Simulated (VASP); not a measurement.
Crystal: MoS2.

```xyz
3
Lattice="1.5800 0.9122 6.1500 -1.5800 0.9122 6.1500 0.0000 -1.8244 6.1500" Properties=species:S:1:pos:R:3 pbc="T T T"
Mo    0.0000    0.0000    0.0000
S     0.0000    0.0000    7.6936
S     0.0000    0.0000    4.6125
```

Measurements of this composition are mostly on another form, of space group No. 194.

| Item | Value |
| --- | --- |
| Program | VASP 6.6.1 |
| Task | single point |
| Functional | PBE |
| Potentials or basis | VASP PAW PBE potentials, release 64 (Mo_sv, S) |
| Cutoff | 520 eV |
| k mesh | 10 × 10 × 10 |
| Occupations | fermi-dirac, width 0.05 eV |
| Spin | no spin polarisation |

On this cell: pressure 5.2 GPa; largest force 0.506 eV/Å; band gap on the k mesh 0.97 eV, indirect (least direct gap 1.96 eV).

The same run follows on a disturbed copy (atoms moved at random, drawn with an rms of 0.05 Å):

```xyz
3
Lattice="1.5800 0.9122 6.1500 -1.5800 0.9122 6.1500 0.0000 -1.8244 6.1500" Properties=species:S:1:pos:R:3 pbc="T T T"
Mo    0.0102   -0.0081   -0.0121
S    -0.0599   -0.0380    7.7439
S    -0.0031   -0.0316    4.5895
```

Q: What changes?

A: The energy moves by +11.3 meV/atom; pressure 1.9 GPa; largest force 1.207 eV/Å; band gap on the k mesh 0.91 eV, indirect (least direct gap 1.92 eV).

Forces in eV/Å, atoms in the order of the input:
```
Mo  -0.772 -0.507  0.776
S    0.610  0.252 -0.597
S    0.162  0.255 -0.179
```

Stress tensor (GPa, compression positive):
```
 1.92 -0.70  2.07
-0.70  2.90  0.02
 2.07  0.02  0.86
```

A k mesh can miss the band edges.
